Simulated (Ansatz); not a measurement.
Input and command of a plane-wave DFT calculation in Ansatz:

```yaml
crystal:
  lattice:
    - [-2.9925295941, 2.9925295941, 2.5015839113]
    - [2.9925295941, -2.9925295941, 2.5015839113]
    - [2.9925295941, 2.9925295941, -2.5015839113]
  atoms:
    - { symbol: Sn, position: [0.75, 0.75, 0.0] }
    - { symbol: Sn, position: [0.25, 0.25, 0.0] }
    - { symbol: Ge, position: [0.1561922679, 0.6561922679, 0.8123845358] }
    - { symbol: Ge, position: [0.3438077321, 0.1561922679, 0.5] }
    - { symbol: Ge, position: [0.6561922679, 0.8438077321, 0.5] }
    - { symbol: Ge, position: [0.8438077321, 0.3438077321, 0.1876154642] }
basis:
  ecutwfc: 420
kpoints:
  mp_grid: { grid: [6, 6, 6] }
hamiltonian:
  xc: pbe
scf:
  occupations: { method: gaussian, width: 0.1 }
output:
  forces: true
  stress: true
  eigenvalues: true
```

```bash
ansatz run input.yaml --threads 2 --pin off --max-ram 5120MiB --backend cpu --events-out ev --progress --plain --runs-dir out
```

Processor: Arm Neoverse V1, 2 threads, on a host shared with other jobs.

Question: How long does it run, and how much memory does it take?

Answer: About 4.3 s on 2 threads of Arm Neoverse V1 (shared host), peak memory 0.44 GiB. It solves 51 bands at 30 k points (the mesh reduced by the symmetry that the task leaves, which can be less than the crystal's) with about 1745 plane waves, in 7 SCF iterations.
